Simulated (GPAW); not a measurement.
The system is TaN.

```
Ta N
1.0
     2.92177    0.00000    0.00000
    -1.46088    2.53033    0.00000
     0.00000    0.00000    5.91652
Ta N
2 2
Direct
  0.00000 0.00000 0.50000
  0.00000 0.00000 0.00000
  0.33333 0.66667 0.25000
  0.66667 0.33333 0.75000
```

The cell comes from a database or a generator and needn't be the stable form of this composition.

| Quantity | Value |
| --- | --- |
| Program | GPAW 26.7.0 |
| Task | relaxation of cell and atoms |
| Functional | LDA |
| Potentials or basis | the program's PAW data sets (release 1.2.1) made for this functional |
| Cutoff | 800 eV |
| Basis | pw |
| k mesh | 7 × 7 × 4 |
| Occupations | fermi-dirac, width 0.05 eV |
| Spin | no spin polarisation |

At the start: pressure -18.4 GPa; volume 10.94 Å³/atom.

How do energy, volume and symmetry change on relaxing?

Over 6 steps the energy falls by 33.4 meV/atom and the volume is 10.35 Å³/atom (-5.4 %); space group P6_3/mmc (No. 194, to 0.05 Å).

The path:
```
step  energy change (eV)  largest force (eV/Å)  pressure (GPa)  volume (Å³)
   1              0.0000                0.0000          -18.42        43.74
   2             -0.0576                0.0000          -14.35        43.16
   3             -0.1320                0.0000            1.08        41.27
   4             -0.1330                0.0000           -0.06        41.39
   5             -0.1333                0.0000           -0.19        41.40
   6             -0.1337                0.0000           -0.16        41.39
```

Final structure:
```
Ta N
1.0
     2.86570    0.00000    0.00000
    -1.43285    2.48177    0.00000
     0.00000    0.00000    5.81956
Ta N
2 2
Direct
  0.00000 0.00000 0.50000
  0.00000 0.00000 0.00000
  0.33333 0.66667 0.25000
  0.66667 0.33333 0.75000
```

Caveat: later steps reuse the first step's grids.
